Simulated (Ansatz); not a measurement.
## How long does this Ansatz run take?

```yaml
crystal:
  lattice:
    - [-3.23735, 3.23735, 3.23735]
    - [3.23735, -3.23735, 3.23735]
    - [3.23735, 3.23735, -3.23735]
  atoms:
    - { symbol: Si, position: [0.25, 0.125, 0.875] }
    - { symbol: Si, position: [0.875, 0.25, 0.125] }
    - { symbol: Si, position: [0.75, 0.375, 0.625] }
    - { symbol: Si, position: [0.625, 0.75, 0.375] }
    - { symbol: Si, position: [0.125, 0.875, 0.25] }
    - { symbol: Si, position: [0.375, 0.625, 0.75] }
    - { symbol: "N", position: [0.5628, 0.5628, 0.5628] }
    - { symbol: "N", position: [0.4372, 0.5, 0.0] }
    - { symbol: "N", position: [0.5, 0.0, 0.9372] }
    - { symbol: "N", position: [0.0, 0.4372, 0.5] }
    - { symbol: "N", position: [0.9372, 0.5, 0.0] }
    - { symbol: "N", position: [0.0628, 0.0628, 0.0628] }
    - { symbol: "N", position: [0.0, 0.9372, 0.5] }
    - { symbol: "N", position: [0.5, 0.0, 0.4372] }
kpoints:
  mp_grid: { grid: [6, 6, 6] }
scf:
  occupations: { method: fermi_dirac, width: 0.02 }
hamiltonian:
  xc: pbe
  pseudopotentials: { kind: paw, frozen_core: stored }
output:
  forces: true
  stress: true
  populations: true
  efg:
    quadrupole_moments_barn: { "N": 0.02044 }
    contact_densities: true
```

```sh
ansatz run input.yaml --threads 1 --pin off --max-ram 2560MiB --backend cpu --events-out ev --progress --plain --runs-dir out
```

It runs on 1 thread of Arm Neoverse V1 (aarch64; 8 cores open to the job, memory cap 2.5 GiB, no GPU), a shared host with a load of 0.8 a core.

(1) How much time and memory should be set aside?

Answers

(1) About 13 s of wall time (13 s of CPU time) and 0.36 GiB. The run holds 64 valence electrons in 46 bands, about 2659 plane waves a k-point and 16 irreducible k-points, and took 6 SCF iterations. Times on a shared host vary by tens of per cent.
